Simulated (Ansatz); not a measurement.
Crystal: Cu.

```xyz
1
Lattice="0.0000 1.8075 1.8075 1.8075 0.0000 1.8075 1.8075 1.8075 0.0000" Properties=species:S:1:pos:R:3 pbc="T T T"
Cu    0.0000    0.0000    0.0000
```

| Quantity | Value |
| --- | --- |
| Program | Ansatz 0.2.0 |
| Task | relaxation of cell and atoms |
| Functional | PBEsol0 |
| Potentials or basis | Ansatz PAW |
| Cutoff | 420 eV (not typed: the program's choice for these potentials) |
| k mesh | 7 × 7 × 7 |
| Occupations | fermi-dirac, width 0.05 eV |
| Spin | no spin polarisation |

At the start: volume 11.81 Å³/atom.

Problem. How do energy, volume and symmetry change on relaxing?

Solution. It ends after 7 steps and the volume is 11.44 Å³/atom (-3.2 %); space group Fm-3m (No. 225, to 0.05 Å).

The path:
| step | energy change (eV) | largest force (eV/Å) | volume (Å³) |
| --- | --- | --- | --- |
| 1 | 0.0000 | 0.0000 | 11.81 |
| 2 | -0.0043 | 0.0000 | 11.63 |
| 3 | -0.0063 | 0.0000 | 11.42 |
| 4 | -0.0063 | 0.0000 | 11.43 |
| 5 | -0.0054 | 0.0000 | 11.43 |
| 6 | -0.0054 | 0.0000 | 11.44 |
| 7 | -0.0054 | 0.0000 | 11.44 |

Final structure:
```
Cu
1.0
     0.00000    1.78825    1.78825
     1.78825    0.00000    1.78825
     1.78825    1.78825    0.00000
Cu
1
Direct
  0.00000 0.00000 0.00000
```

Caveat: the k mesh is coarse (spacing up to 0.43 Å⁻¹), so the values aren't converged, least of all with exact exchange; the plane-wave basis is chosen anew once the cell has moved, so the energies of steps on either side of that aren't comparable; the pressure holds a Pulay correction of +0.4 GPa for the finite cutoff; the PAW data sets come from PBE, with cores solved anew for the run's functional, which leaves a small shift of forces and pressure.
